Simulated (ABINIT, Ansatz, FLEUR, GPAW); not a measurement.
**The band gap of 6 crystals: PBE beside RPBE**

Computed band gap (eV) at each level. Gaps hold for the cell as given (a database cell, not always the measured one). They are the smaller of the mesh's gap and, where one was run, the band path's. Brackets give the space group and the cell's volume in Å³ per atom. Among the elements in a form other than the usual one at room conditions: C. Spin polarisation and spin-orbit coupling are off unless named.

- PBE: ABINIT (JTH PAW PBE v2.0) for ZnO, PtS2, SiC; Ansatz (all-electron LAPW, scalar-relativistic) for Bi2Se3; GPAW (PAW data sets generated for this functional) for MgS; FLEUR (all-electron) for C; cutoffs 544 to 800 eV for plane waves; k meshes of 343 to 576 points
- RPBE: ABINIT (JTH PAW PBE v2.0, made for PBE) for ZnO, PtS2, SiC; Ansatz (all-electron LAPW, scalar-relativistic) for Bi2Se3; GPAW (the program's PAW data sets (release 1.2.1) made for this functional) for MgS; FLEUR (all-electron) for C; cutoffs 544 to 800 eV for plane waves; k meshes of 405 to 729 points

```csv
crystal,PBE,RPBE
"Bi2Se3 (R-3m, 5 atoms; 28.38)",0.22,0.29
"ZnO (P6_3mc, 4 atoms; 11.90)",0.79,0.89
"PtS2 (P-3m1, 3 atoms; 18.26)",0.97,1.04
"SiC (P6_3mc, 4 atoms; 10.34)",2.33,2.38
MgS (Fm-3m; 17.61),2.79,2.95
"C (P6_3/mmc, 8 atoms; 5.67)",4.42,4.55
```

**Question.** How do the values move from PBE?

**Answer.** RPBE lies above PBE in 6 of 6 crystals, with a median shift of +0.09 eV (+0.05 eV for SiC to +0.16 eV for MgS); a straight line gives RPBE ≈ 1.02 × PBE + 0.07 eV with a scatter of 0.03 eV. The figures use the values as printed. No column holds spin-orbit coupling, which bears on the band edges of Bi2Se3, PtS2. Columns can differ in potentials, cutoffs, meshes, pairwise dispersion terms, which leave these values unchanged and smearing within a row, which adds scatter of its own.
